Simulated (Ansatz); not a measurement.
# Ge: the cost of one run

Program: Ansatz 0.2.0. Level of theory: DFT PBEsol, scalar-relativistic, plane waves, PAW. These are calculated values, not measurements.

1 further run of the same task is left out (set aside as unsound or not needed).

## 1. The system as given

It takes space group Cmcm (No. 63, orthorhombic). Conventional cell: a = 2.976 Å, b = 5.189 Å, c = 4.728 Å, α = 90.00°, β = 90.00°, γ = 90.00°. Around Ge (site symmetry m2m) lie 12 Ge at 2.92 to 2.99 Å.

Structure file:

```xyz
2
Lattice="1.4881 -2.5947 0.0000 1.4881 2.5947 0.0000 0.0000 0.0000 4.7276" Properties=species:S:1:pos:R:3 pbc="T T T"
Ge    1.4881   -0.8643    1.1819
Ge    1.4881    0.8643    3.5457
```

The structure comes from the Materials Project (structure only).

## 2. Quick check of gap, pressure and forces

input.yaml reads:

```yaml
crystal:
  lattice:
    - [1.488052925, -2.59468961, 0.0]
    - [1.488052925, 2.59468961, 0.0]
    - [0.0, 0.0, 4.72759579]
  atoms:
    - { symbol: Ge, position: [0.66655337, 0.33344663, 0.25] }
    - { symbol: Ge, position: [0.33344663, 0.66655337, 0.75] }
basis:
  ecutwfc: 420
kpoints:
  mp_grid: { grid: [8, 8, 4] }
hamiltonian:
  xc: pbesol
scf:
  occupations: { method: gaussian, width: 0.1 }
output:
  forces: true
  stress: true
  eigenvalues: true
```

Started as:

```
> ansatz run input.yaml --threads 1 --pin off --max-ram 1228MiB --backend cpu --events-out ev --progress --plain --runs-dir out
```

Q: Estimate wall time and peak memory on 1 thread of an Arm CPU, shared host.

About 2.1 s, with a peak of 0.3 GiB.
